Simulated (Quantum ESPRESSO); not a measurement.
ZnSe (Stilleite), 2 atoms in the cell. The structure is cubic, space group F-43m (No. 216). Conventional cell: a = 5.668 Å, b = 5.668 Å, c = 5.668 Å, α = 90.00°, β = 90.00°, γ = 90.00°. Around Se (site symmetry -43m) lie 4 Zn at 2.45 Å. Around Zn (site symmetry -43m) lie 4 Se at 2.45 Å. 

| Property | Result |
| --- | --- |
| Program | Quantum ESPRESSO 7.5 |
| Task | single point |
| Functional | PBE |
| Potentials or basis | SG15 PBE 1.2 |
| Cutoff | 952 eV |
| Density cutoff | 3810 eV |
| k mesh | 4 × 4 × 4 |
| Occupations | fermi-dirac, width 0.05 eV |
| Spin | no spin polarisation |
| Mixing beta | 0.5 |
| Most SCF iterations | 120 |
| SCF threshold | 4e-10 Ry |

Potentials or basis: SG15 PBE 1.2.

The run is started by

```bash
$ OMP_NUM_THREADS=1 mpirun -n 2 pw.x -nk 2 -in pw.in > pw.out
```

Hardware: 2 MPI ranks on Arm Neoverse V1, with other jobs on the host.

Q: Estimate the wall time of this run.

A: Wall time 8 s on 2 MPI ranks on Arm Neoverse V1 (shared host), peak memory 0.14 GiB a rank. Counts: scf iterations 10, k pools 2, bands 20, k points 8, g dense 24309.
